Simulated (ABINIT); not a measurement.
# Ta (P6_3/mmc) in ABINIT: convergence with smearing width

Aim: find how far smearing width must go before the results for Ta settle, at LDA. This setting moves, with any that are tied to it; all else stays.

Everything below comes from runs of ABINIT 10.8.3 (patched build). Logs are shortened: lines on timing, memory, paths and dates and some standing lists are left out, and cuts for length are marked. The log counts tension as positive stress, the text compression.

### 1 The structure

It takes space group P6_3/mmc (No. 194, hexagonal). The conventional cell has a = 2.900 Å, b = 2.900 Å, c = 5.166 Å, α = 90.00°, β = 90.00°, γ = 120.00°. Around Ta (site symmetry -6m2) lie 12 Ta at 2.90 to 3.08 Å.

This isn't the form of Ta at room conditions, which is bcc.

### 2 With smearing width 0.272 eV

Contents of run.abi:

```
# Pseudopotentials
pp_dirpath "./"
pseudos "Ta.LDA_PW-JTH.xml"

# Structure
acell 3*1.0
rprim
     5.4809088767     0.0000000000     0.0000000000
    -2.7404544384     4.7466063231     0.0000000000
     0.0000000000     0.0000000000     9.7628429448
ntypat 1
znucl 73
natom 2
typat 1 1
xred
     0.3333333333     0.6666666667     0.2500000000
     0.6666666667     0.3333333333     0.7500000000

# Plane-wave basis
ecut 19.0
pawecutdg 38.0

# k points
kptopt 1
ngkpt 11 11 5
nshiftk 1
shiftk 0.0 0.0 0.0

# Exchange and correlation
ixc 7

# Bands and occupations
nband 17
occopt 7
tsmear 0.00999582

# SCF cycle
nstep 100
tolvrs 1.0e-9

# Output
iomode 3
prtwf 0
prtden 0
prteig 0
prtebands 0
enunit 2
```

Potentials or basis: JTH PAW LDA v2.0.

On the command line:

```console
> abinit run.abi > log 2>&1
```

It took 26 s on 1 thread of Arm Neoverse V2, shared host; peak memory 0.11 GiB.

Results (log left out):

```yaml
Free_energy: -3223.7651 eV
Pressure: -12.0 GPa
Band_gap_on_the_k_mesh: none (metal or under the smearing width)
Valence_electrons_inside_the_program's_atomic_spheres: Ta 10.60 (radii [1.2805] Å)
```

### 3 With smearing width 0.2 eV

run.abi: that of step 2 with these lines changed.

```diff
@@ -34,3 +34,3 @@
 occopt 7
-tsmear 0.00999582
+tsmear 0.00734986
```

Potentials or basis: JTH PAW LDA v2.0.

On the command line:

```console
> abinit run.abi > log 2>&1
```

It took 26 s on 1 thread of Arm Neoverse V2, shared host; peak memory 0.11 GiB.

The run converged. Its results:

```
Free energy                                           : -3223.7460 eV
Pressure                                              : -12.2 GPa
Band gap on the k mesh                                : none (metal or under the smearing width)
Valence electrons inside the program's atomic spheres : Ta 10.60 (radii [1.2805] Å)
```

### 4 With smearing width 0.136 eV

run.abi: that of step 3 with these lines changed.

```diff
@@ -34,3 +34,3 @@
 occopt 7
-tsmear 0.00734986
+tsmear 0.00499791
```

On the command line:

```console
> abinit run.abi > log 2>&1
```

Wall time 25 s (1 thread of Arm Neoverse V2, shared host); peak memory 0.11 GiB.

The run converged. Its results:

```yaml
Free_energy: -3223.7348 eV
Pressure: -12.3 GPa
Band_gap_on_the_k_mesh: none (metal or under the smearing width)
Valence_electrons_inside_the_program's_atomic_spheres: Ta 10.60 (radii [1.2805] Å)
```

### 5 With smearing width 0.1 eV

run.abi: that of step 4 with these lines changed.

```diff
@@ -34,3 +34,3 @@
 occopt 7
-tsmear 0.00499791
+tsmear 0.00367493
```

On the command line:

```console
> abinit run.abi > log 2>&1
```

Wall time 26 s (1 thread of Arm Neoverse V2, shared host); peak memory 0.11 GiB.

It converged, with:

| Quantity | Value |
| --- | --- |
| Free energy | -3223.7301 eV |
| Pressure | -12.4 GPa |
| Band gap on the k mesh | none (metal or under the smearing width) |
| Valence electrons inside the program's atomic spheres | Ta 10.60 (radii [1.2805] Å) |

### 6 With smearing width 0.05 eV

run.abi: that of step 5 with these lines changed.

```diff
@@ -34,3 +34,3 @@
 occopt 7
-tsmear 0.00367493
+tsmear 0.00183747
```

Potentials or basis: JTH PAW LDA v2.0.

On the command line:

```console
> abinit run.abi > log 2>&1
```

It took 26 s on 1 thread of Arm Neoverse V2, shared host; peak memory 0.11 GiB.

The run converged. Its results:

- Free energy: -3223.7251 eV
- Pressure: -12.4 GPa
- Band gap on the k mesh: none (metal or under the smearing width)
- Valence electrons inside the program's atomic spheres: Ta 10.60 (radii [1.2805] Å)

### 7 With smearing width 0.025 eV

run.abi: that of step 6 with these lines changed.

```diff
@@ -34,3 +34,3 @@
 occopt 7
-tsmear 0.00183747
+tsmear 0.00091873
```

On the command line:

```console
> abinit run.abi > log 2>&1
```

Run time: 24 s. Hardware: 1 thread of Arm Neoverse V2, shared host; peak memory 0.11 GiB.

Results (log left out):

```
Free energy                                           : -3223.7234 eV
Pressure                                              : -12.4 GPa
Band gap on the k mesh                                : none (metal or under the smearing width)
Valence electrons inside the program's atomic spheres : Ta 10.60 (radii [1.2805] Å)
```

### 8 With smearing width 0.01 eV

run.abi: that of step 7 with these lines changed.

```diff
@@ -34,3 +34,3 @@
 occopt 7
-tsmear 0.00091873
+tsmear 0.00036749
```

Potentials or basis: JTH PAW LDA v2.0.

On the command line:

```console
> abinit run.abi > log 2>&1
```

run.abo:

```text
.Version 10.8.3 of ABINIT
 Symmetries : space group P6_3/m m c (#194); Bravais hP (primitive hexag.)
================================================================================
 Values of the parameters that define the memory need of the present run
     intxc =       0    ionmov =       0      iscf =      17    lmnmax =      18
     lnmax =       6     mgfft =      40  mpssoang =       3    mqgrid =    3001
     natom =       2  nloc_mem =       2    nspden =       1   nspinor =       1
    nsppol =       1      nsym =      24    n1xccc =       1    ntypat =       1
    occopt =       7   xclevel =       1
       mpw =        1027          nfft =       23040          nkpt =          48
 PAW method is used; the additional fine FFT grid is defined by:
   mgfftf=        60    nfftf =     61440
================================================================================
================================================================================

--------------------------------------------------------------------------------
------------- Echo of variables that govern the present computation ------------
--------------------------------------------------------------------------------
 -outvars: echo values of preprocessed input variables --------
            acell      1.0000000000E+00  1.0000000000E+00  1.0000000000E+00 Bohr
              amu      1.80947900E+02
             ecut      1.90000000E+01 Hartree
           enunit           2
              ixc           7
         kptrlatt       11    0    0      0   11    0      0    0    5
          kptrlen      4.88142147E+01
            natom           2
            nband          17
            ngfft          24      24      40
          ngfftdg          32      32      60
             nkpt          48
            nstep         100
             nsym          24
           ntypat           1
           occopt           7
        pawecutdg      3.80000000E+01 Hartree
           prtden           0
        prtebands           0
           prteig           0
            prtwf           0
            rprim      5.4809088767E+00  0.0000000000E+00  0.0000000000E+00
                      -2.7404544384E+00  4.7466063231E+00  0.0000000000E+00
                       0.0000000000E+00  0.0000000000E+00  9.7628429448E+00
          spgroup         194
           tolvrs      1.00000000E-09
           tsmear      3.67490000E-04 Hartree
            typat      1  1
           useylm           1
           xangst     -1.7639508654E-11  1.6745305957E+00  1.2915684991E+00
                       1.4501860353E+00  8.3726529787E-01  3.8747054974E+00
            xcart     -3.3333840351E-11  3.1644042154E+00  2.4407107362E+00
                       2.7404544383E+00  1.5822021077E+00  7.3221322086E+00
             xred      3.3333333333E-01  6.6666666667E-01  2.5000000000E-01
                       6.6666666667E-01  3.3333333333E-01  7.5000000000E-01
            znucl       73.00000

================================================================================

 chkinp: Checking input parameters for consistency.

================================================================================
[... 123 lines left out ...]
 frms,max,avg= 3.7521911E-29 6.1409642E-29   0.000E+00  0.000E+00  0.000E+00 h/b

 cartesian forces (eV/Angstrom) at end:
    1     -0.00000000000000     0.00000000000000    -0.00000000000000
    2      0.00000000000000    -0.00000000000000    -0.00000000000000
 frms,max,avg= 1.9294542E-27 3.1578108E-27   0.000E+00  0.000E+00  0.000E+00 e/A
 length scales=  1.000000000000  1.000000000000  1.000000000000 bohr
              =  0.529177210544  0.529177210544  0.529177210544 angstroms
 Fermi (or HOMO) energy (hartree) =   0.04871   Average Vxc (hartree)=  -0.45935
 Eigenvalues (hartree) for nkpt=  48  k points:
 kpt#   1, nband= 17, wtk=  0.00165, kpt=  0.0000  0.0000  0.0000 (reduced coord)
  -2.43825   -2.43609   -1.22193   -1.19196   -1.18776   -1.18776   -1.18473   -1.18473
  -0.25196   -0.13275    0.02546    0.04654    0.06754    0.06754    0.08800    0.08800
   0.15344
      occupation numbers for kpt#   1
   2.00000    2.00000    2.00000    2.00000    2.00000    2.00000    2.00000    2.00000
   2.00000    2.00000    2.00000    2.00000    0.00000    0.00000    0.00000    0.00000
   0.00000
 prteigrs : prtvol=0 or 1, do not print more k-points.

 Fermi (or HOMO) energy (eV) =   1.32547   Average Vxc (eV)= -12.49965
 Eigenvalues (   eV  ) for nkpt=  48  k points:
 kpt#   1, nband= 17, wtk=  0.00165, kpt=  0.0000  0.0000  0.0000 (reduced coord)
 -66.34806  -66.28944  -33.25047  -32.43496  -32.32056  -32.32056  -32.23823  -32.23823
  -6.85608   -3.61224    0.69289    1.26629    1.83798    1.83798    2.39450    2.39462
   4.17537
 prteigrs : prtvol=0 or 1, do not print more k-points.

--- !EnergyTerms
iteration_state     : {dtset: 1, }
comment             : Components of total free energy in Hartree
kinetic             :  1.20128730106894E+01
hartree             :  1.63066629712543E+01
xc                  : -1.61849005760477E+01
Ewald energy        : -9.69966417640463E+01
psp_core            :  1.54914984359831E+01
local_psp           : -1.67841318062526E+01
PAW spherical_terms : -3.23149739494389E+01
internal            : -1.18469613677859E+02
'-kT*entropy'       : -1.31926166187850E-05
total_energy        : -1.18469626870475E+02
total_energy_eV     : -3.22372277518975E+03
...

--- !EnergyTermsDC
iteration_state     : {dtset: 1, }
comment             : '"Double-counting" decomposition of free energy'
band_energy         : -2.45934408933827E+01
Ewald energy        : -9.69966417640463E+01
psp_core            :  1.54914984359831E+01
xc_dc               : -2.43927717264489E+01
PAW spherical_terms :  1.20217480328294E+01
internal            : -1.18469607915065E+02
'-kT*entropy'       : -1.31926166187850E-05
total_energy_dc     : -1.18469621107682E+02
total_energy_dc_eV  : -3.22372261837616E+03
...

--- !EnergyTermsWithPAWCore
iteration_state     : {dtset: 1, }
comment             : 'Components of total free energy, including PAW core contributions'
Total energy        : -3.11914550708397E+04
Total energy DC     : -3.11914550650769E+04
Total energy (eV)   : -8.48762731506783E+05
Total energy DC (eV): -8.48762731349969E+05
...

 Cartesian components of stress tensor (hartree/bohr^3)
  sigma(1 1)=  4.68617683E-04  sigma(3 2)=  0.00000000E+00
  sigma(2 2)=  4.68617682E-04  sigma(3 1)=  0.00000000E+00
  sigma(3 3)=  3.32284436E-04  sigma(2 1)=  6.47414137E-13

-Cartesian components of stress tensor (GPa)         [Pressure= -1.2450E+01 GPa]
- sigma(1 1)=  1.37872082E+01  sigma(3 2)=  0.00000000E+00
- sigma(2 2)=  1.37872082E+01  sigma(3 1)=  0.00000000E+00
- sigma(3 3)=  9.77614562E+00  sigma(2 1)=  1.90475815E-08

== END DATASET(S) ==============================================================
================================================================================

 -outvars: echo values of variables after computation  --------
            acell      1.0000000000E+00  1.0000000000E+00  1.0000000000E+00 Bohr
           etotal     -1.1846962111E+02
            fcart     -6.1409642172E-29  2.1272924062E-29 -0.0000000000E+00
                       6.1409642172E-29 -2.1272924062E-29 -0.0000000000E+00
            rprim      5.4809088767E+00  0.0000000000E+00  0.0000000000E+00
                      -2.7404544384E+00  4.7466063231E+00  0.0000000000E+00
                       0.0000000000E+00  0.0000000000E+00  9.7628429448E+00
           strten      4.6861768312E-04  4.6861768182E-04  3.3228443575E-04
                       0.0000000000E+00  0.0000000000E+00  6.4741413713E-13
           xangst     -1.7639508654E-11  1.6745305957E+00  1.2915684991E+00
                       1.4501860353E+00  8.3726529787E-01  3.8747054974E+00
             xred      3.3333333333E-01  6.6666666667E-01  2.5000000000E-01
                       6.6666666667E-01  3.3333333333E-01  7.5000000000E-01
 Calculation completed.
```

Wall time 22 s (1 thread of Arm Neoverse V2, shared host); peak memory 0.11 GiB.

What came out:

| Quantity | Value |
| --- | --- |
| Free energy | -3223.7226 eV |
| Pressure | -12.5 GPa |
| Band gap on the k mesh | none (metal or under the smearing width) |
| Valence electrons inside the program's atomic spheres | Ta 10.60 (radii [1.2805] Å) |

### 9 Summary

```tsv
smearing width	energy less the tightest run, at zero smearing (meV/atom)	pressure (GPa)	SCF cycles	CPU time (s)	peak memory (GiB)
0.272 eV	0.46	-12.04	12	26	0.11
0.2 eV	-1.18	-12.22	12	26	0.11
0.136 eV	-1.29	-12.34	12	25	0.11
0.1 eV	-0.88	-12.39	12	26	0.11
0.05 eV	-0.32	-12.43	12	26	0.11
0.025 eV	-0.09	-12.43	11	24	0.11
0.01 eV	0.00	-12.45	10	22	0.11
```

Against the tightest run, the energy stays within 1 meV/atom from 0.1 eV on; the pressure stays within 0.1 GPa from 0.1 eV on. Narrower smearing needs a denser k mesh, so at a fixed mesh the narrowest width isn't the most accurate. The tightest run that finished is the yardstick and may itself not be fully converged.
